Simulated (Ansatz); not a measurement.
**TlCl (Pm-3m): from strained cells to moduli**

```
CELL_PARAMETERS angstrom
3.69387 0.00000 0.00000
0.00000 3.69387 0.00000
0.00000 0.00000 3.69387
ATOMIC_POSITIONS crystal
Tl 0.00000 0.00000 0.00000
Cl 0.50000 0.50000 0.50000
```

The conventional cell has a = 3.694 Å, b = 3.694 Å, c = 3.694 Å, α = 90.00°, β = 90.00°, γ = 90.00°. Tl (atom 1) has 8 Cl at 3.20 Å as nearest neighbours. Cl (atom 2) is surrounded by 8 Tl at 3.20 Å.

Unless marked otherwise, the numbers come from LDA, all-electron LAPW in Ansatz 0.2.0, scalar-relativistic. k mesh 6×6×6, fixed occupations, basis error target 1 meV/atom. The cell was relaxed by PAW under this functional, which moved its volume by -11 % from the database entry's.

The cell is cubic and carries a residual pressure of 0.03 GPa at this level. Each strain component that symmetry leaves independent is applied at ±0.008, the ions relax wherever a strain frees them, and the stress (tension positive, GPa) is read. Shears are engineering strains, γ = 2ε.

```tsv
strain	size	σxx	σyy	σzz	σyz	σxz	σxy
xx	-0.008	-0.4786	-0.2664	-0.2664	0.0000	0.0000	0.0000
xx	+0.008	0.4064	0.1984	0.1984	0.0000	0.0000	0.0000
yz	-0.008	-0.0323	-0.0309	-0.0309	-0.1176	0.0000	0.0000
yz	+0.008	-0.0323	-0.0309	-0.0309	0.1176	0.0000	0.0000
```

A central difference gives one constant, for example C11 ≈ (0.4064 − (-0.4786))/(0.016) = 55.3 GPa; the program then imposes the crystal's symmetry on the whole matrix.

(1) What are the independent elastic constants?

(2) Do they meet the Born conditions?

(3) What moduli does a random aggregate of grains have?

(4) With the density of 7.901 g/cm³, how fast does sound travel, and what Debye temperature follows?

(5) How far do the constants move if PAW replaces LAPW in the same cell?

Answers

(1) C11 = 55.3, C12 = 29.1, C44 = 14.7 GPa.

(2) C11 − C12 = 26.3, C11 + 2C12 = 113.4 and C44 = 14.7 GPa must all be positive, so the crystal is elastically stable; that says nothing yet of its phonons.

(3) B = (C11 + 2C12)/3 = 37.8 GPa. G_V = (C11 − C12 + 3C44)/5 = 14.1 and G_R = 5(C11 − C12)C44/(4C44 + 3(C11 − C12)) = 14.0, so G_H = 14.0 GPa. Then E = 9BG/(3B + G) = 37.5 GPa, ν = (3B − 2G)/(6B + 2G) = 0.335 and B/G = 2.69, on the ductile side of Pugh's 1.75 (a rule of thumb, made for metals; it doesn't predict ductility here).

(4) 

| direction | slow (m/s) | middle (m/s) | fast (m/s) |
| --- | --- | --- | --- |
| [100] | 1364 | 1364 | 2646 |
| [110] | 1289 | 1364 | 2683 |
| [111] | 1314 | 1314 | 2695 |

The mean of v⁻³ over directions and branches gives v_m = 1496 m/s and θ_D = (ħ/k_B) v_m (6π²n)^(1/3) = 152 K, n being atoms per volume. Young's modulus spans 35 to 39 GPa over directions, and the universal anisotropy index is 0.02.

(5) 

```csv
constant,LAPW (GPa),PAW (GPa),difference
C11,55.3,55.2,-0.1
C12,29.1,29.0,-0.1
C44,14.7,14.7,0.0
```

Limits of these numbers: no spin-orbit coupling on heavy atoms; the frozen-core PAW files of the compared runs were fitted under PBE, their cores solved anew for this functional.
